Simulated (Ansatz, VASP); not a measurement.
Two plane-wave programs on CoSi2

```
Co Si
1.0
     0.00000    2.65625    2.65625
     2.65625    0.00000    2.65625
     2.65625    2.65625    0.00000
Co Si
1 2
Direct
  0.00000 0.00000 0.00000
  0.25000 0.25000 0.25000
  0.75000 0.75000 0.75000
```

Alike in both runs: task single point; functional PBEsol; k mesh 12 × 12 × 12; occupations gaussian, width 0.15 eV; no spin polarisation.

|  | VASP | Ansatz |
| --- | --- | --- |
| version | VASP 6.6.1 | Ansatz 0.2.0 |
| potentials or method | VASP PAW PBE potentials, release 64 (Co, Si) | scalar-relativistic, plane waves, PAW |
| plane-wave cutoff (eV) | 520 | 420 |
| valence electrons in the cell | 17 | 25 |

```tsv
	VASP	Ansatz	Ansatz less VASP
gap on the k mesh at the Fermi level (eV)	none	none	-
pressure (GPa)	0.0	0.0	-0.05
```

A gap of «none» marks a metal or a gap that the smearing closes. The functional is the same, so the differences come from potentials, cutoffs and numerics. The two sets of potentials don't hold the same shells in valence.

Caveats: the PAW data sets were made with another functional, which shifts forces and pressure a little (VASP). Spin polarisation is off, so any magnetic state and its effect on volume and gap are missing.
